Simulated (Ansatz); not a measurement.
Ti:

```
CELL_PARAMETERS angstrom
4.56737 0.00000 0.00000
-2.28369 3.95546 0.00000
0.00000 0.00000 2.82624
ATOMIC_POSITIONS crystal
Ti 0.66667 0.33333 0.50000
Ti 0.33333 0.66667 0.50000
Ti 0.00000 0.00000 0.00000
```

This isn't the form of Ti at room conditions, which is hcp.

```yaml
Program: Ansatz 0.2.0
Task: relaxation of cell and atoms
Functional: BLYP
Potentials_or_basis: Ansatz PAW
Cutoff: "420 eV (not typed: the program's choice for these potentials)"
k_mesh: 7 × 7 × 9
Occupations: fermi-dirac, width 0.05 eV
Spin: no spin polarisation
```

At the start: volume 17.02 Å³/atom.

Q: Where does the relaxation end?

A: It ends after 5 steps and the volume is 17.54 Å³/atom (+3.0 %); space group P6/mmm (No. 191, to 0.05 Å).

Step by step:
| step | energy change (eV) | largest force (eV/Å) | volume (Å³) |
| --- | --- | --- | --- |
| 1 | 0.0000 | 0.0000 | 51.06 |
| 2 | -0.0040 | 0.0000 | 53.95 |
| 3 | -0.0158 | 0.0000 | 52.67 |
| 4 | -0.0159 | 0.0000 | 52.61 |
| 5 | -0.0162 | 0.0000 | 52.61 |

Final structure:
```xyz
3
Lattice="4.6122 0.0000 0.0000 -2.3061 3.9943 0.0000 0.0000 0.0000 2.8560" Properties=species:S:1:pos:R:3 pbc="T T T"
Ti    2.3061    1.3314    1.4280
Ti    0.0000    2.6628    1.4280
Ti    0.0000    0.0000    0.0000
```

Caveat: the plane-wave basis is chosen anew once the cell has moved, so the energies of steps on either side of that aren't comparable; the PAW data sets come from PBE, with cores solved anew for the run's functional, which leaves a small shift of forces and pressure.
